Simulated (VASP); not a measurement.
Wanted: the native input for a VASP 6.6.1 run.

* Task: band structure
* Functional: PBE
* Potentials or basis: VASP PAW PBE potentials, release 64 (Sn_d, O)
* Cutoff: 520 eV
* k mesh: 4 × 4 × 6
* Occupations: gaussian, width 0.03 eV
* Spin: no spin polarisation
* Grid for exact exchange (PRECFOCK): Fast
* Further INCAR settings: ALGO = Normal; EDIFF = 1e-06; NBANDS = 35

The structure of SnO2 (Cassiterite) lies in POSCAR:

```
SnO2                                    
1.0
    4.7714001635      0.0000000000      0.0000000000
   -0.0000000000      4.7714001635      0.0000000000
    0.0000000000      0.0000000000      3.2165924138
  Sn              O             
     2     4
Direct
     1.0000000000000000    0.0000000000000000    0.0000000000000000
     0.5000000000000000    0.5000000000000000    0.5000000000000000
     0.3062614065705972    0.3062614065705972    0.0000000000000000
     0.1937385934294028    0.8062614065705972    0.5000000000000000
     0.6937385934294028    0.6937385934294028    0.0000000000000000
     0.8062614065705972    0.1937385934294028    0.5000000000000000
```

These files were run (other wordings do the same):

INCAR

```
SYSTEM = SnO2
PREC = Accurate
ENCUT = 520
EDIFF = 1E-6
ISMEAR = 0
SIGMA = 0.03
LREAL = .FALSE.
LASPH = .TRUE.
NELM = 80
ALGO = Normal
ISIF = 2
LWAVE = .FALSE.
LCHARG = .FALSE.
GGA = PE
NBANDS = 35
KPAR = 4
```

KPOINTS

```
regular mesh
0
G
  4 4 6
  0 0 0
```

KPOINTS_OPT

```
explicit points
6
Reciprocal
 0.0000000000  0.0000000000  0.0000000000 1
 0.5000000000  0.5000000000  0.5000000000 1
 0.5000000000  0.5000000000  0.0000000000 1
 0.0000000000  0.5000000000  0.5000000000 1
 0.0000000000  0.5000000000  0.0000000000 1
 0.0000000000  0.0000000000  0.5000000000 1
```

Potentials or basis: VASP PAW PBE potentials, release 64 (Sn_d, O).

Command:

```sh
$ cat potpaw_PBE.64/Sn_d/POTCAR potpaw_PBE.64/O/POTCAR > POTCAR
$ mpirun -np 4 vasp_std > vasp.out
```

Results of the run:

```
Pressure                : 6.3 GPa
Largest force           : 0.061 eV/Å
Band gap on the k mesh  : 0.98 eV, direct
Band gap along the path : 0.98 eV, direct
```

Caveat: spin-orbit coupling is left out, which moves the levels of the heavy elements.

Wall time 11 s on 4 MPI ranks on Intel(R) Xeon(R) 6975P-C (Granite Rapids) (shared host), peak memory 0.21 GiB a rank.
